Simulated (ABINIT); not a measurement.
NbP:

```
CELL_PARAMETERS angstrom
-1.67492 1.67492 5.74011
1.67492 -1.67492 5.74011
1.67492 1.67492 -5.74011
ATOMIC_POSITIONS crystal
Nb 0.24988 0.74988 0.50000
Nb 0.49988 0.49988 0.00000
P 0.83275 0.33275 0.50000
P 0.08275 0.08275 0.00000
```

The cell is a database's computed one.

Base run:

| Property | Result |
| --- | --- |
| Program | ABINIT 10.8.3 (patched build) |
| Functional | LDA |
| Potentials or basis | JTH PAW LDA v2.0 |
| Cutoff | 544 eV |
| k mesh | 9 × 9 × 9 |
| Occupations | fermi-dirac, width 0.05 eV |
| Spin | no spin polarisation |

Its results: band gap on the k mesh none (metal or under the smearing width); pressure -9.7 GPa; largest force 0.009 eV/Å.

After a change of settings the same cell gave: band gap on the k mesh none (metal or under the smearing width); pressure -9.2 GPa; largest force 0.011 eV/Å. Which change was it?
A. functional from LDA to PBEsol; potentials or basis from JTH PAW LDA v2.0 to JTH PAW PBE v2.0
B. functional from LDA to PBE; potentials or basis from JTH PAW LDA v2.0 to JTH PAW PBE v2.0
C. k mesh from 9 × 9 × 9 to 4 × 4 × 4

C.

Caveats: some runs use coarse meshes.
